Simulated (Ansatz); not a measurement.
The system is AlN.

```
CELL_PARAMETERS angstrom
3.11300 0.00000 0.00000
-1.55650 2.69594 0.00000
0.00000 0.00000 4.98100
ATOMIC_POSITIONS crystal
Al 0.66667 0.33333 0.50000
Al 0.33333 0.66667 0.00000
N 0.66667 0.33333 0.88000
N 0.33333 0.66667 0.38000
```

* Program: Ansatz 0.2.0
* Task: relaxation of cell and atoms
* Functional: PBE
* Potentials or basis: Ansatz PAW
* Cutoff: 420 eV (not typed: the program's choice for these potentials)
* k mesh: 10 × 10 × 6
* Occupations: fermi-dirac, width 0.05 eV
* Spin: no spin polarisation

At the start: volume 10.45 Å³/atom.

**Question.** Where does the relaxation end?

**Answer.** It ends after 8 steps and the volume is 10.65 Å³/atom (+1.9 %); space group P6_3mc (No. 186, to 0.05 Å).

The path:
```csv
step,energy change (eV),largest force (eV/Å),volume (Å³)
1,0.0000,0.1293,41.80
2,-0.0060,0.0915,42.19
3,-0.0074,0.0316,42.56
4,-0.0075,0.0013,42.56
5,-0.0075,0.0002,42.56
6,-0.0102,0.0003,42.56
7,-0.0101,0.0000,42.58
8,-0.0102,0.0000,42.58
```

Final structure:
```
Al N
1.0
     3.13022    0.00000    0.00000
    -1.56511    2.71085    0.00000
     0.00000    0.00000    5.01803
Al N
2 2
Direct
  0.66667 0.33333 0.49923
  0.33333 0.66667 0.99923
  0.66667 0.33333 0.88077
  0.33333 0.66667 0.38077
```

Caveat: the plane-wave basis is chosen anew once the cell has moved, so the energies of steps on either side of that aren't comparable; the pressure holds a Pulay correction of +0.5 GPa for the finite cutoff.
